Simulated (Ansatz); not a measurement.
# WC: the cost of one run

Method: DFT PBE, scalar-relativistic, plane waves, PAW, in Ansatz 0.2.0.

3 further runs of the same task are left out: 1 that didn't finish, 2 set aside as unsound or not needed.

### Step 1. The system as given

The structure is hexagonal, space group P-6m2 (No. 187). Conventional cell: a = 2.922 Å, b = 2.922 Å, c = 2.847 Å, α = 90.00°, β = 90.00°, γ = 120.00°. W (site symmetry -6m2) has 6 C at 2.21 Å as nearest neighbours. C (site symmetry -6m2) has 6 W at 2.21 Å as nearest neighbours.

As a file:

```xyz
2
Lattice="2.9218 0.0000 0.0000 -1.4609 2.5303 0.0000 0.0000 0.0000 2.8471" Properties=species:S:1:pos:R:3 pbc="T T T"
W     0.0000    0.0000    0.0000
C     1.4609    0.8434    1.4235
```

It is the result of an earlier relaxation at this level (volume 10.52 Å³/atom; gap on the mesh: none (metal)).

### Step 2. A stricter relaxation, with the smearing for a metal

Response runs need a geometry at rest under their own mesh and occupations; hence this stricter relaxation.

The input, input.yaml:

```yaml
crystal:
  lattice:
    - [2.9217716507, 0.0, 0.0]
    - [-1.4608858254, 2.5303284736, 0.0]
    - [0.0, 0.0, 2.8470758846]
  atoms:
    - { symbol: W, position: [0.0, 0.0, 0.0] }
    - { symbol: C, position: [0.6666666667, 0.3333333333, 0.5] }
basis:
  ecutwfc: 420
kpoints:
  mp_grid: { grid: [18, 18, 14] }
hamiltonian:
  xc: pbe
scf:
  occupations: { method: fermi_dirac, width: 0.15 }
output:
  forces: true
  stress: true
  eigenvalues: true
relax:
  adjacent_minimum: "off"
  f_tol: 0.001
  max_steps: 60
  cell: { stress_tol: 0.01 }
```

Launch:

```
$ ansatz run input.yaml --threads 1 --pin off --max-ram 3072MiB --backend cpu --events-out ev --progress --plain --runs-dir out
```

What time and memory should one allow on 1 thread of AMD EPYC 7R43 (Zen 3), shared host?

About 51 s, with a peak of 0.45 GiB.
